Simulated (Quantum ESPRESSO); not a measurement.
A run of Quantum ESPRESSO 7.5:

pw.in

```
&CONTROL
  calculation = 'scf'
  prefix = 'pwscf'
  outdir = './tmp'
  pseudo_dir = './pseudo'
  tprnfor = .true.
  tstress = .true.
  disk_io = 'low'
/
&SYSTEM
  ibrav = 0
  celldm(1) = 8
  nat = 2
  ntyp = 2
  ecutwfc = 45
  ecutrho = 360
  nbnd = 9
  occupations = 'smearing'
  smearing = 'fd'
  degauss = 0.00367493
/
&ELECTRONS
  conv_thr = 4d-10
  electron_maxstep = 120
  mixing_beta = 0.5
/
ATOMIC_SPECIES
N     14.0070 n_lda_v1.2.uspp.F.UPF
B     10.8100 b_lda_v1.4.uspp.F.UPF
CELL_PARAMETERS alat
  0.2955346898502   0.1706270327353   0.7967402823206
 -0.2955346898502   0.1706270327353   0.7967402823206
  0.0000000000000  -0.3412540654705   0.7967402823206
ATOMIC_POSITIONS crystal
N      0.6672382000    0.6672382000    0.6672382000
B      0.0003288000    0.0003288000    0.0003288000
K_POINTS automatic
8 8 8 1 1 1
```

scf2.in

```
&CONTROL
  calculation = 'scf'
  prefix = 'pwscf'
  outdir = './tmp'
  pseudo_dir = './pseudo'
  tprnfor = .true.
  tstress = .true.
  disk_io = 'low'
/
&SYSTEM
  ibrav = 0
  celldm(1) = 8
  nat = 2
  ntyp = 2
  ecutwfc = 45
  ecutrho = 360
  nbnd = 9
  occupations = 'fixed'
/
&ELECTRONS
  conv_thr = 1d-13
  electron_maxstep = 120
  mixing_beta = 0.5
  startingpot = 'file'
  startingwfc = 'file'
/
ATOMIC_SPECIES
N     14.0070 n_lda_v1.2.uspp.F.UPF
B     10.8100 b_lda_v1.4.uspp.F.UPF
CELL_PARAMETERS alat
  0.2955346898502   0.1706270327353   0.7967402823206
 -0.2955346898502   0.1706270327353   0.7967402823206
  0.0000000000000  -0.3412540654705   0.7967402823206
ATOMIC_POSITIONS crystal
N      0.6672382000    0.6672382000    0.6672382000
B      0.0003288000    0.0003288000    0.0003288000
K_POINTS automatic
8 8 8 1 1 1
```

File ph.in:

```
dielectric of BN
&INPUTPH
  prefix = 'pwscf'
  outdir = './tmp'
  tr2_ph = 1d-18
  fildyn = 'dyn'
  niter_ph = 90
  alpha_mix(1) = 0.7
  epsil = .true.
  trans = .false.
  zeu = .true.
/
0.0000000000 0.0000000000 0.0000000000
```

Potentials or basis: GBRV 1.5 LDA.

Command:

```console
$ OMP_NUM_THREADS=1 pw.x -in pw.in > pw.out
$ OMP_NUM_THREADS=1 pw.x -in scf2.in > scf2.out
$ OMP_NUM_THREADS=1 ph.x -in ph.in > ph.out
```

Hardware: 1 thread of AMD EPYC 9R45 96-Core Processor (Zen 5), with other jobs on the host.

How long does it take, and how much memory?

Wall time 19 s on 1 thread of AMD EPYC 9R45 96-Core Processor (Zen 5), with other jobs on the host, peak memory 0.08 GiB. Counts: scf iterations 12, k pools 1, bands 9, k points 60, g dense 14235.
